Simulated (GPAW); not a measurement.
Runs of GPAW 26.7.0 on Ru. The structure is hexagonal, space group P6_3/mmc (No. 194). Conventional cell: a = 2.706 Å, b = 2.706 Å, c = 4.282 Å, α = 90.00°, β = 90.00°, γ = 120.00°. Ru (site symmetry -6m2) has 12 Ru at 2.65 to 2.71 Å as nearest neighbours. 

```tsv
task	level	potentials or basis	cell	smearing	optimizer	fmax	max steps	convergence	band path	gap on the mesh (eV)	pressure (GPa)	relaxed volume (Å³/atom)
relaxation of cell and atoms	PBEsol+D3(BJ)	PAW data sets generated in the run's folder for this functional, pw	relaxed	fermi-dirac 0.05 eV	BFGS	0.02 eV/Å	100	density=1e-05 forces=0.0001	-	none	0.0	13.01
band structure	r2SCAN	GPAW PAW data sets (gpaw-data 1.2.1), pw	as given	fermi-dirac 0.05 eV	-	-	-	-	GMKGALHA,LM,KH	-	-0.3	-
relaxation of cell and atoms	BLYP	PAW data sets generated in the run's folder for this functional, pw	relaxed	fermi-dirac 0.05 eV	BFGS	0.02 eV/Å	60	density=1e-05 forces=0.0001	-	none	-0.1	14.35
single point	PBE	GPAW PAW data sets (gpaw-data 1.2.1), pw	as given	gaussian 0.012 eV	-	-	-	-	-	none	(a)	-
relaxation of cell and atoms	PBE+D4	GPAW PAW data sets (gpaw-data 1.2.1), pw	relaxed to 1 GPa	fermi-dirac 0.05 eV	FIRE	0.01 eV/Å	40	density=1e-05 forces=0.0001	-	none	1.0	-
```

Alike in all rows: no spin polarisation; k mesh 11 × 11 × 6; cutoff (eV) 600.

Question: Estimate the missing entries.

Answer: (a) 3.6.

Caveats: later steps reuse the first step's grids (some runs); pairwise dispersion overbinds metals, which lowers pressure and volume (some runs); the PAW data sets were made with another functional, which shifts forces and pressure a little (some runs).

A k mesh can miss the band edges, and the runs leave out spin-orbit coupling on Ru.

A gap of «none» marks a metal or a gap under the smearing width.
